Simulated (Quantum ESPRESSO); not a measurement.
Nb under changes of volume

One of the cells (18.428 Å³/atom); the others are scaled copies at fixed shape and fractional positions:

```
CELL_PARAMETERS angstrom
-1.66395 1.66395 1.66395
1.66395 -1.66395 1.66395
1.66395 1.66395 -1.66395
ATOMIC_POSITIONS crystal
Nb 0.00000 0.00000 0.00000
```

| Property | Result |
| --- | --- |
| Program | Quantum ESPRESSO 7.5 |
| Functional | PBEsol |
| Potentials or basis | GBRV 1.5 PBEsol |
| Cutoff | 612 eV |
| Density cutoff | 4898 eV |
| k mesh | 11 × 11 × 11 |
| Occupations | fermi-dirac, width 0.05 eV |
| Spin | no spin polarisation |

```csv
volume (Å³/atom),energy over the lowest point (meV/atom),pressure (GPa)
17.322,?,?
17.691,0.00,-1.6
18.060,6.75,-5.1
18.428,21.26,-8.3
18.797,42.98,-11.3
19.165,71.29,-13.9
19.534,105.52,-16.4
```

Q: What does the run at 17.322 Å³/atom give?

A: Energy over the lowest point 1.63 meV/atom; pressure 2.3 GPa.

Worked out: A Birch-Murnaghan fit of order 3 (a polynomial in V^(-2/3)) to the other rows has its minimum at 17.58 Å³/atom, just outside them, with B0 = V·E''(V) = 183 GPa and B' = 3.4. It gives 1.91 meV/atom at 17.322 Å³/atom, against the run's 1.63, and -dE/dV = 2.8 GPa, against 2.3.

Energies are extrapolated to zero smearing.
